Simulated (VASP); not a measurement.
# AlN (P6_3mc) in VASP: band structure with PBE

Aim: the band structure of AlN with PBE.

Program: VASP 6.6.1. These are calculated values, not measurements. Logs are shortened: lines on timing, memory, paths and dates and some standing lists are left out, and cuts for length are marked.

## 1. The crystal as given

Symmetry: P6_3mc, No. 186, hexagonal system. The conventional cell has a = 3.152 Å, b = 3.152 Å, c = 4.934 Å, α = 90.00°, β = 90.00°, γ = 120.00°. Al (site symmetry 3m) is surrounded by 4 N at 1.90 to 1.91 Å. N (site symmetry 3m) is surrounded by 4 Al at 1.90 to 1.91 Å.

## 2. Band structure, PBE

Input file INCAR:

```
  ALGO = Normal
  EDIFF = 1E-7
  ENCUT = 520
  GGA = PE
  ISIF = 2
  ISMEAR = 0
  LASPH = True
  LCHARG = False
  LREAL = False
  LWAVE = False
  NELM = 80
  PREC = Accurate
  SIGMA = 0.02
```

Input file KPOINTS:

```
k-points
0
Gamma
  3 3 1
```

Input file POSCAR:

```
AlN                                     
1.0
    3.1518082879      0.0000000000      0.0000000000
   -1.5759041440      2.7295460431      0.0000000000
    0.0000000000      0.0000000000      4.9339071426
  Al              N             
     2     2
Direct
     0.3333333300000021    0.6666666699999979    0.9961855878091868
     0.6666666699999979    0.3333333300000021    0.4961855878091868
     0.3333333300000021    0.6666666699999979    0.3838144121908158
     0.6666666699999979    0.3333333300000021    0.8838144121908158
```

Input file KPOINTS_OPT:

```
path GMKGALHA,LM,KH
15
line-mode
reciprocal
 0.0000000000  0.0000000000  0.0000000000  G
 0.5000000000  0.0000000000  0.0000000000  M

 0.5000000000  0.0000000000  0.0000000000  M
 0.3333333333  0.3333333333  0.0000000000  K

 0.3333333333  0.3333333333  0.0000000000  K
 0.0000000000  0.0000000000  0.0000000000  G

 0.0000000000  0.0000000000  0.0000000000  G
 0.0000000000  0.0000000000  0.5000000000  A

 0.0000000000  0.0000000000  0.5000000000  A
 0.5000000000  0.0000000000  0.5000000000  L

 0.5000000000  0.0000000000  0.5000000000  L
 0.3333333333  0.3333333333  0.5000000000  H

 0.3333333333  0.3333333333  0.5000000000  H
 0.0000000000  0.0000000000  0.5000000000  A

 0.5000000000  0.0000000000  0.5000000000  L
 0.5000000000  0.0000000000  0.0000000000  M

 0.3333333333  0.3333333333  0.0000000000  K
 0.3333333333  0.3333333333  0.5000000000  H
```

Potentials or basis: VASP PAW PBE potentials, release 64 (Al, N).

Started as:

```sh
cat potpaw_PBE.64/Al/POTCAR potpaw_PBE.64/N/POTCAR > POTCAR
mpirun -np 1 vasp_std > vasp.out
```

OUTCAR:

```text
EDIFF = 1E-7
   ENCUT = 520
   GGA = PE
   ISIF = 2
   ISMEAR = 0
   LASPH = True
   LREAL = False
   NELM = 80
   PREC = Accurate

 ion  position               nearest neighbor table
   1  0.333  0.667  0.996-   4 1.90   4 1.90   4 1.90   3 1.91   2 3.07   2 3.07   2 3.07   2 3.07
                             2 3.07   2 3.07
   2  0.667  0.333  0.496-   3 1.90   3 1.90   3 1.90   4 1.91   1 3.07   1 3.07   1 3.07   1 3.07
                             1 3.07   1 3.07
   3  0.333  0.667  0.384-   2 1.90   2 1.90   2 1.90   1 1.91
   4  0.667  0.333  0.884-   1 1.90   1 1.90   1 1.90   2 1.91

  LATTYP: Found a hexagonal cell.
 ALAT       =     3.1518082879
 C/A-ratio  =     1.5654210827

  Lattice vectors:

 A1 = (   3.1518082879,   0.0000000000,   0.0000000000)
 A2 = (  -1.5759041440,   2.7295460431,   0.0000000000)
 A3 = (   0.0000000000,   0.0000000000,   4.9339071426)

Analysis of symmetry for initial positions (statically):
=====================================================================
 Subroutine PRICEL returns:
 Original cell was already a primitive cell.

 Routine SETGRP: Setting up the symmetry group for a
 hexagonal supercell.

 Subroutine GETGRP returns: Found 12 space group operations
 (whereof  6 operations were pure point group operations)
 out of a pool of 24 trial point group operations.

The static configuration has the point symmetry C_3v.
 The point group associated with its full space group is C_6v.

Analysis of symmetry for dynamics (positions and initial velocities):
=====================================================================
 Subroutine PRICEL returns:
 Original cell was already a primitive cell.

 Routine SETGRP: Setting up the symmetry group for a
 hexagonal supercell.

 Subroutine GETGRP returns: Found 12 space group operations
 (whereof  6 operations were pure point group operations)
 out of a pool of 24 trial point group operations.

The dynamic configuration has the point symmetry C_3v.
 The point group associated with its full space group is C_6v.

 Subroutine INISYM returns: Found 12 space group operations
 (whereof  6 operations are pure point group operations),
 and found     1 'primitive' translations

----------------------------------------------------------------------------------------

                                     Primitive cell

  volume of cell :      42.4464

  direct lattice vectors                    reciprocal lattice vectors
     3.151808288  0.000000000  0.000000000     0.317278181  0.183180643  0.000000000
    -1.575904144  2.729546043  0.000000000     0.000000000  0.366361287  0.000000000
     0.000000000  0.000000000  4.933907143     0.000000000  0.000000000  0.202679129

  length of vectors
     3.151808288  3.151808286  4.933907143     0.366361286  0.366361287  0.202679129

  position of ions in fractional coordinates (direct lattice)
     0.333333330  0.666666670  0.996185588
     0.666666670  0.333333330  0.496185588
     0.333333330  0.666666670  0.383814412
     0.666666670  0.333333330  0.883814412

  ion indices of the primitive-cell ions
   primitive index   ion index
                 1           1
                 2           2
                 3           3
                 4           4

----------------------------------------------------------------------------------------

 KPOINTS: k-points

Automatic generation of k-mesh.
 Grid dimensions read from file:
 generate k-points for:    3    3    1

 Generating k-lattice:

  Cartesian coordinates                     Fractional coordinates (reciprocal lattice)
     0.105759394  0.061060214  0.000000000     0.333333333  0.000000000  0.000000000
     0.000000000  0.122120429  0.000000000     0.000000000  0.333333333  0.000000000
     0.000000000  0.000000000  0.202679129     0.000000000  0.000000000  1.000000000

  Length of vectors
     0.122120429  0.122120429  0.202679129

  Shift w.r.t. Gamma in fractional coordinates (k-lattice)
     0.000000000  0.000000000  0.000000000

 Subroutine IBZKPT returns following result:
 ===========================================

 Found      3 irreducible k-points:

 Following reciprocal coordinates:
            Coordinates               Weight
  0.000000  0.000000  0.000000      1.000000
  0.333333  0.000000  0.000000      6.000000
  0.333333  0.333333  0.000000      2.000000
   k-points           NKPTS =      3   k-points in BZ     NKDIM =      3   number of bands    NBANDS=     12
   number of dos      NEDOS =    301   number of ions     NIONS =      4
   total plane-waves  NPLWV =  23040
   dimension x,y,z NGX =    24 NGY =   24 NGZ =   40
   dimension x,y,z NGXF=    48 NGYF=   48 NGZF=   80
   ions per type =               2   2
   NGX,Y,Z   is equivalent  to a cutoff of  12.66, 12.66, 13.48 a.u.
   NGXF,Y,Z  is equivalent  to a cutoff of  25.32, 25.32, 26.96 a.u.
 SYSTEM =  unknown system
   PREC   = accura    normal or accurate (medium, high low for compatibility)
   ISTART =      0    job   : 0-new  1-cont  2-samecut
   ICHARG =      2    charge: 1-file 2-atom 10-const
   ISPIN  =      1    spin polarized calculation?
   LNONCOLLINEAR =      F non collinear calculations
   LSORBIT =      F    spin-orbit coupling
   LASPH  =      T    aspherical Exc in radial PAW
   ENCUT  =  520.0 eV  38.22 Ry    6.18 a.u.   5.86  5.86  9.17*2*pi/ulx,y,z
   NELM   =     80;   NELMIN=  2; NELMDL= -5     # of ELM steps
   EDIFF  = 0.1E-06   stopping-criterion for ELM
   LREAL  =      F    real-space projection
   EDIFFG = 0.1E-05   stopping-criterion for IOM
   NSW    =      0    number of steps for IOM
   IBRION =     -1    ionic relax: 0-MD 1-quasi-New 2-CG
   NFREE  =      0    steps in history (QN), initial steepest desc. (CG)
   ISIF   =      2    stress and relaxation
   ISYM   =      2    0-nonsym 1-usesym 2-fastsym
   POTIM  = 0.5000    time-step for ionic-motion
   TEBEG  =    0.0;   TEEND  =   0.0 temperature during run
   PSTRESS=    0.0 pullay stress
   NELECT =      16.0000    total number of electrons
   NUPDOWN=      -1.0000    fix difference up-down
   EMIN   =  10.00;   EMAX   =-10.00  energy-range for DOS
   EFERMI =   0.00;   METHOD = LEGACY
   ISMEAR =     0;   SIGMA  =   0.02  broadening in eV -4-tet -1-fermi 0-gaus
   EFERMI_NEDOS =   21; number of points for ismear=-14 and -15
   IALGO  =     38    algorithm
   IMIX   =      4    mixing-type and parameters
     AMIX     =   0.40;   BMIX     =  1.00
     AMIX_MAG =   1.60;   BMIX_MAG =  1.00
  volume/ion in A,a.u.               =      10.61        71.61
  Fermi-wavevector in a.u.,A,eV,Ry     =   1.182591  2.234772 19.028027  1.398521
  Thomas-Fermi vector in A             =   2.318842
   LORBIT       =      0    0 simple, 1 ext, 2 COOP (PROOUT), +10 PAW based schemes
   GGA     = PE    functional components
   LHFCALC =     F    Hartree Fock is set to
   AEXX    =    0.0000 exact exchange contribution
   IVDW    =     0    specifies the selected vdW correction
   LEPSILON=     F    determine dielectric tensor
   LRPA    =     F    only Hartree local field effects (RPA)
 non-spin polarized calculation
 Gauss-broadening in eV      SIGMA  =   0.02
  energy-cutoff  :      520.00
  volume of cell :       42.45
 maximum number of plane-waves:      1164
 NGX is ok and might be reduce to    24
   NGX = 11   NGY = 11   NGZ = 19

 number of electron      16.0000000 magnetization

 Free energy of the ion-electron system (eV)
  ---------------------------------------------------
  ext. energy  EPLUGINS =         0.00000000
  ---------------------------------------------------
  free energy    TOTEN  =       -29.81775361 eV

  energy without entropy =      -29.81775361  energy(sigma->0) =      -29.81775361

 E-fermi :   6.2731     XC(G=0): -10.8284

 val. band max:        6.1847477459   @ k =   0.0000   0.0000   0.0000
 cond. band min:      10.1019070976   @ k =   0.0000   0.0000   0.0000
 fundamental gap:      3.9171593517
 Fermi energy:         6.2731398472

 k-point     1 :       0.0000    0.0000    0.0000
  band No.  band energies     occupation
      1      -9.0759      2.00000
      2      -6.8844      2.00000
      3       0.1884      2.00000
      4       5.0378      2.00000
      5       5.0378      2.00000
      6       5.7495      2.00000
      7       5.7495      2.00000
      8       6.1847      2.00000
      9      10.1019      0.00000
     10      12.3444      0.00000
     11      16.6837      0.00000
     12      16.8260      0.00000

 k-point     2 :       0.3333    0.0000    0.0000
  band No.  band energies     occupation
      1      -7.8800      2.00000
      2      -6.4331      2.00000
      3       1.5370      2.00000
      4       1.6983      2.00000
      5       2.7460      2.00000
      6       4.0755      2.00000
      7       5.2364      2.00000
      8       5.4493      2.00000
      9      12.1210      0.00000
     10      12.7701      0.00000
     11      13.8673      0.00000
     12      16.1150      0.00000

 k-point     3 :       0.3333    0.3333    0.0000
  band No.  band energies     occupation
      1      -6.6551      2.00000
      2      -6.6551      2.00000
      3       1.2245      2.00000
      4       2.2572      2.00000
      5       2.2572      2.00000
      6       3.6625      2.00000
      7       3.6947      2.00000
      8       3.6947      2.00000
      9      11.2205      0.00000
     10      14.2436      0.00000
     11      15.5390      0.00000
     12      15.5390      0.00000

------------------------ aborting loop because EDIFF is reached ----------------------------------------

  FORCE on cell =-STRESS in cart. coord.  units (eV):
  Direction    XX          YY          ZZ          XY          YZ          ZX
  --------------------------------------------------------------------------------------
  -------------------------------------------------------------------------------------
  Total        0.0071598      0.0071598      0.0006202     -0.0000000      0.0000000     -0.0000000
  in kB        0.2702511      0.2702511      0.0234098     -0.0000000      0.0000000     -0.0000000
  external PRESSURE =       0.1879707 kB  Pullay stress =       0.0000000 kB

 VOLUME and BASIS-vectors are now :
 -----------------------------------------------------------------------------
  energy-cutoff  :      520.00
  volume of cell :       42.45
      direct lattice vectors                 reciprocal lattice vectors
     3.151808288  0.000000000  0.000000000     0.317278181  0.183180643  0.000000000
    -1.575904144  2.729546043  0.000000000     0.000000000  0.366361287  0.000000000
     0.000000000  0.000000000  4.933907143     0.000000000  0.000000000  0.202679129

 POSITION                                       TOTAL-FORCE (eV/Angst)
 -----------------------------------------------------------------------------------
     -0.00000      1.81970      4.91509        -0.000000     -0.000000     -0.000373
      1.57590      0.90985      2.44813        -0.000000     -0.000000     -0.000373
     -0.00000      1.81970      1.89370        -0.000000      0.000000      0.000373
      1.57590      0.90985      4.36066         0.000000     -0.000000      0.000373
 -----------------------------------------------------------------------------------
    total drift:                               -0.000009      0.000005     -0.000567

  FREE ENERGIE OF THE ION-ELECTRON SYSTEM (eV)
  ---------------------------------------------------
  free  energy   TOTEN  =       -29.8177536052 eV

  energy  without entropy=      -29.8177536052  energy(sigma->0) =      -29.81775361
```

It took 23 s on 1 thread of Intel Xeon Platinum 8488C (Sapphire Rapids), shared host; peak memory 0.14 GiB.

Results:

```yaml
Free_energy: -29.8178 eV
Pressure: 0.0 GPa
Band_gap_on_the_k_mesh: 3.92 eV, direct
Band_gap_along_the_path: 3.92 eV, direct
```

Levels at the corners of the path, in eV from the valence-band top:
```
point  band 4  band 5  band 6  band 7  band 8  band 9  band 10  band 11  band 12
    Γ   -1.15   -1.15   -0.44   -0.44    0.00    3.92     6.16    10.52    10.64
    M   -4.24   -3.44   -2.35   -1.86   -0.86    5.49     5.79     7.86    10.01
    M   -4.24   -3.44   -2.35   -1.86   -0.86    5.49     5.79     7.86    10.01
    K   -3.93   -3.93   -2.52   -2.49   -2.49    5.04     8.06     9.35     9.35
    K   -3.93   -3.93   -2.52   -2.49   -2.49    5.04     8.06     9.35     9.35
    Γ   -1.15   -1.15   -0.44   -0.44    0.00    3.92     6.16    10.51    10.64
    Γ   -1.15   -1.15   -0.44   -0.44    0.00    3.92     6.16    10.50    10.64
    A   -3.34   -0.80   -0.80   -0.80   -0.80    6.11     6.11    10.12    10.12
    A   -3.34   -0.80   -0.80   -0.80   -0.80    6.11     6.11    10.12    10.12
    L   -5.73   -1.69   -1.69   -1.41   -1.41    5.17     5.17     8.99     8.99
    L   -5.73   -1.69   -1.69   -1.41   -1.41    5.17     5.17     8.99     8.99
    H   -5.02   -3.98   -3.98   -0.84   -0.84    7.33     7.33     7.63     7.63
    H   -5.02   -3.98   -3.98   -0.84   -0.84    7.33     7.33     7.63     7.63
    A   -3.34   -0.80   -0.80   -0.80   -0.80    6.11     6.11    10.12    10.12
    L   -5.73   -1.69   -1.69   -1.41   -1.41    5.17     5.17     8.99     8.99
    M   -4.24   -3.44   -2.35   -1.86   -0.86    5.49     5.79     7.86    10.01
    K   -3.93   -3.93   -2.52   -2.49   -2.49    5.04     8.06     9.35     9.35
    H   -5.02   -3.98   -3.98   -0.84   -0.84    7.33     7.33     7.63     7.63
```

Caveat: the k mesh is coarse (spacing up to 1.27 Å⁻¹), so the values aren't converged.
